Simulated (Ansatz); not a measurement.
Input and output of a single-point calculation on LiNbO3 (R3c) from a database of computed structures (Ansatz, PBE+SOC). The geometry is the r2SCAN minimum.

The input:
```yaml
crystal:
  lattice:
    - [5.1374171224, 0.0001791563, -0.0008829437]
    - [2.5684974662, 4.8600687865, 0.005151376]
    - [0.0014465006, 2.7055843537, 8.4769651063]
  atoms:
    - { symbol: Li, position: [0.4404640398, 0.1190768564, 0.1468185027] }
    - { symbol: Li, position: [0.9404640677, 0.1190778828, 0.6468188705] }
    - { symbol: Li, position: [0.1904637122, 0.619078877, 0.3968223457] }
    - { symbol: Li, position: [0.6904631488, 0.6190788163, 0.8968222626] }
    - { symbol: Nb, position: [0.0174497001, 0.9651127268, 0.0058166611] }
    - { symbol: Nb, position: [0.5174497605, 0.9651130671, 0.5058164578] }
    - { symbol: Nb, position: [0.7674503412, 0.4651127499, 0.2558128047] }
    - { symbol: Nb, position: [0.267450158, 0.4651132121, 0.7558126256] }
    - { symbol: O, position: [0.7390335849, 0.7759670912, 0.3655501084] }
    - { symbol: O, position: [0.7908164616, 0.7759727428, 0.0597256673] }
    - { symbol: O, position: [0.306186369, 0.7759684491, 0.1867430393] }
    - { symbol: O, position: [0.1832074368, 0.2759665001, 0.3097224698] }
    - { symbol: O, position: [0.6678364745, 0.2759698514, 0.4367418728] }
    - { symbol: O, position: [0.2390325891, 0.7759673486, 0.8655496937] }
    - { symbol: O, position: [0.7349944364, 0.2759723614, 0.1155475104] }
    - { symbol: O, position: [0.2908165332, 0.77597337, 0.5597254859] }
    - { symbol: O, position: [0.8061862308, 0.7759686072, 0.686742906] }
    - { symbol: O, position: [0.683206917, 0.2759665297, 0.8097219858] }
    - { symbol: O, position: [0.1678359997, 0.2759703005, 0.9367413839] }
    - { symbol: O, position: [0.2349945587, 0.2759726796, 0.6155473261] }
kpoints:
  mp_grid: { grid: [6, 6, 4] }
  band_path:
    path:
      - [0.0, 0.0, 0.0]
      - [0.0, 0.5, 0.0]
      - [0.2648772327, 0.4999959814, -0.7946399511]
      - [0.4702372589, 0.2351138171, -0.9999998728]
      - [0.3675564199, -5.5763e-06, -1.1026807118]
      - [0.3675572458, 0.3675548993, -0.897319912]
      - [0.4999990581, 0.4999943951, -0.4999988037]
      - [0.0, 0.135417, -0.010417]
      - [0.380208, 0.0, -0.140625]
    npoints: 1
hamiltonian:
  xc: pbe
scf:
  occupations: { method: fixed }
  n_extra_bands: 18
magnetization:
  noncollinear: true
  spin_orbit: true
output:
  forces: true
  stress: true
  eigenvalues: true
```

**Question.** It took 7.3 s on 1 × NVIDIA H100 80GB HBM3 with 4 threads of AMD EPYC 7R13 Processor (Zen 3) (shared host), load about 2.9 per core. What peak of host memory did it reach?

**Answer.** About 1.6 GiB.

**Question.** What does the program print?

**Answer.** What the program printed (shortened):
```
Warning: the atoms were moved onto the symmetric positions of the space group found under crystal.symmetry.tolerance 1.0e-5 (fractional […]
Warning: 2 symmetry operations that the atoms keep within the bar at which the run's group was sought (crystal.symmetry.tolerance 1.0e-5, or twice it) were not taken beside the 2 unitary ones that the detection took (of a slab, those that keep its plane). […]
Functional definition: PBE
  parameter kappa = 0.804
  parameter beta = 0.06672455060314922
  exchange = pbe_x(kappa = kappa, mu = beta*pi^2/3)
  correlation = pbe_c(beta = beta)
Crystal: 20 atoms, lattice volume = 211.573 Å³
Basis set: ecut = 420 eV, 4133 PW (Γ)
Bands: 154, of which v1, the nominal top of the filled ones, is band 136 counted from 1 (135 counted from 0)
Symmetry: 2 space group operations + 2 with time reversal
Magnetic group: BNS 1.2 (UNI 2)
k-points: 76 of 144 (time reversal used)
SCF converged after 10 iterations
Free energy (F): -25862.911745 eV
Fermi energy:    7.309383 eV
--- Forces (eV/Å), atoms counted from 1 ---
  atom   1  Li    -0.00004      0.01061    -0.00340
  atom   2  Li    -0.00004      0.01061    -0.00340
  atom   3  Li      0.00003      0.01055    -0.00335
  atom   4  Li      0.00003      0.01055    -0.00335
  atom   5  Nb    -0.00011      0.07723    -0.02472
  atom   6  Nb    -0.00011      0.07723    -0.02472
  atom   7  Nb    -0.00015      0.07721    -0.02459
  atom   8  Nb    -0.00015      0.07721    -0.02459
  atom   9  O       0.08941    -0.05087    -0.05855
  atom  10  O     -0.10642    -0.04195    -0.03050
  atom  11  O       0.01711      0.00509      0.11711
  atom  12  O       0.10660    -0.04203    -0.03043
  atom  13  O     -0.01700      0.00515      0.11705
  atom  14  O       0.08941    -0.05087    -0.05855
  atom  15  O     -0.08946    -0.05096    -0.05858
  atom  16  O     -0.10642    -0.04195    -0.03050
  atom  17  O       0.01711      0.00509      0.11711
  atom  18  O       0.10660    -0.04203    -0.03043
  atom  19  O     -0.01700      0.00515      0.11705
  atom  20  O     -0.08946    -0.05096    -0.05858
--- Stress (GPa, compression-positive) ---
        4.310631      -0.000063       0.000037
       -0.000063       4.125533       0.059005
        0.000037       0.059008       4.291565
  P = ⅓ Tr σ = 4.2426 GPa (42.426 kbar)
--- Band table (eV; the first three rows and the last of 76) ---
  k-point 0: bands = […, 7.0962, 7.0962, 7.1047, 7.1047, 7.2804, 7.2804, 7.2978, 7.2978, 10.9293, 10.9293, 10.9550, 10.9550, 11.1835, 11.1835, …]
  k-point 1: bands = […, 7.0800, 7.0805, 7.1927, 7.2018, 7.2027, 7.2105, 7.2275, 7.2290, 10.9399, 10.9448, 10.9872, 10.9976, 11.0132, 11.0593, …]
  k-point 2: bands = […, 7.0820, 7.0820, 7.0827, 7.0827, 7.2072, 7.2072, 7.2222, 7.2222, 10.9304, 10.9304, 11.0045, 11.0045, 11.0706, 11.0706, …]
  k-point 75: bands = […, 7.0080, 7.0080, 7.0899, 7.0899, 7.0963, 7.0963, 7.1047, 7.1047, 11.0207, 11.0207, 11.1836, 11.1836, 11.2117, 11.2117, …]
```
Only the leading digits can be foreseen; the rest is this run's record.

The rows of the band table are 0: (0, 0, 0) = Γ, 1: (0, 0, 1/4), 2: (0, 0, -1/2), 75: (-1/2, -1/2, -1/2) = F.

The PBE+SOC gap is indirect, 3.55 eV (k = (0, 0.135, -0.010) to S₂–F (0.10 of the way from S₂)), below the direct gap of 3.63 eV at Γ. Edges are sought over the mesh and the listed points. The mean pressure at these positions is +4.24 GPa, compression counted positive. The largest force is 0.12 eV/Å.

Non-magnetic throughout; all numbers are computed.
